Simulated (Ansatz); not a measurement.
Here is an Ansatz 0.2.0 calculation.

The input input.yaml:

```yaml
crystal:
  lattice:
    - [3.309, 0.0, 0.0]
    - [-1.6545, 2.8656780611, 0.0]
    - [0.0, 0.0, 5.2733]
  atoms:
    - { symbol: Sc, position: [0.6666666667, 0.3333333333, 0.75] }
    - { symbol: Sc, position: [0.3333333333, 0.6666666667, 0.25] }
hamiltonian:
  xc: lda
  pseudopotentials: { kind: paw }
  dispersion: d3bj
kpoints:
  mp_grid: { grid: [9, 9, 5] }
scf:
  occupations: { method: fermi_dirac, width: 0.05 }
output:
  forces: true
  stress: true
  eigenvalues: true
  bader: true
  populations: intrinsic
```

Potentials or basis: Ansatz PAW.

Command:

```console
$ ansatz run input.yaml --threads 2 --pin off --max-ram 5632MiB --backend cpu --events-out ev --progress --plain --runs-dir out
```

(1) Estimate the pressure.

(2) Estimate the band gap on the k mesh.

## Answers

(1) -7.8 GPa.

(2) none (metal or under the smearing width).

Caveat: pairwise dispersion overbinds metals, which lowers pressure and volume; the PAW data sets come from PBE, with cores solved anew for the run's functional, which leaves a small shift of forces and pressure; the dispersion damping was fitted for another functional or another form of the correction.
